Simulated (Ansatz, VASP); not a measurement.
**Two plane-wave programs on C**

```xyz
2
Lattice="2.1268 -1.2279 -0.0110 2.1268 1.2279 -0.0110 -1.3969 0.0000 3.5424" Properties=species:S:1:pos:R:3 pbc="T T T"
C     3.5447    0.0000   -0.0183
C    -0.6879    0.0000    3.5387
```

Alike in both runs: functional r2SCAN; k mesh 14 × 14 × 8; occupations gaussian, width 0.02 eV; no spin polarisation.

Ansatz relaxed the structure, and its values are those at the end. VASP's run is a single point on that final structure, the one shown.

|  | VASP | Ansatz |
| --- | --- | --- |
| version | VASP 6.6.1 | Ansatz 0.2.0 |
| potentials or method | VASP PAW PBE potentials, release 64 (C) | scalar-relativistic, plane waves, PAW |
| plane-wave cutoff (eV) | 520 | 500 |
| valence electrons in the cell | 8 | 8 |

Ansatz gave:

```
gap on the k mesh at the Fermi level (eV) : 0.90
least direct gap on the mesh (eV)         : 0.90
pressure (GPa)                            : 0.0
```

Q: Which values does VASP return?

A: gap on the k mesh at the Fermi level (eV): 0.90; least direct gap on the mesh (eV): 0.90; pressure (GPa): 0.6.

The functional is the same, so the differences come from potentials, cutoffs and numerics.

Caveats: the PAW data sets were made with another functional, which shifts forces and pressure a little (VASP).
